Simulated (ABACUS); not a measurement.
## Sr under changes of volume

One of the cells (56.319 Å³/atom); the others are scaled copies at fixed shape and fractional positions:

```
Sr
1.0
     0.00000    3.04235    3.04235
     3.04235    0.00000    3.04235
     3.04235    3.04235    0.00000
Sr
1
Direct
  0.00000 0.00000 0.00000
```

```yaml
Program: ABACUS 3.10.1
Functional: PBE
Potentials_or_basis: PseudoDojo NC SR 0.4.1 PBE standard
Cutoff: 1361 eV
Density_cutoff: 5442 eV
Basis: TZDP LCAO (the cutoffs set its grid)
k_mesh: 8 × 8 × 8
Occupations: fermi-dirac, width 0.05 eV
Spin: no spin polarisation
```

```tsv
volume (Å³/atom)	energy over the lowest point (meV/atom)	pressure (GPa)
52.940	?	?
54.067	0.20	0.2
55.193	0.00	0.0
56.319	1.43	-0.3
57.446	4.32	-0.5
58.572	8.64	-0.7
59.698	14.24	-0.9
```

**Question.** What does the run at 52.940 Å³/atom give?

**Answer.** Energy over the lowest point 2.16 meV/atom; pressure 0.5 GPa.

Worked out: A Birch-Murnaghan fit of order 3 (a polynomial in V^(-2/3)) to the other rows has its minimum at 54.76 Å³/atom with B0 = V·E''(V) = 11.4 GPa (rough, since the energies scatter). It gives 2.11 meV/atom at 52.940 Å³/atom, against the run's 2.16, and -dE/dV = 0.4 GPa, against 0.5.

Energies are extrapolated to zero smearing.

Caveats: the atomic orbitals were generated for these runs and aren't a published set; the basis of atomic orbitals isn't converged, which shifts pressures, moduli and gaps.
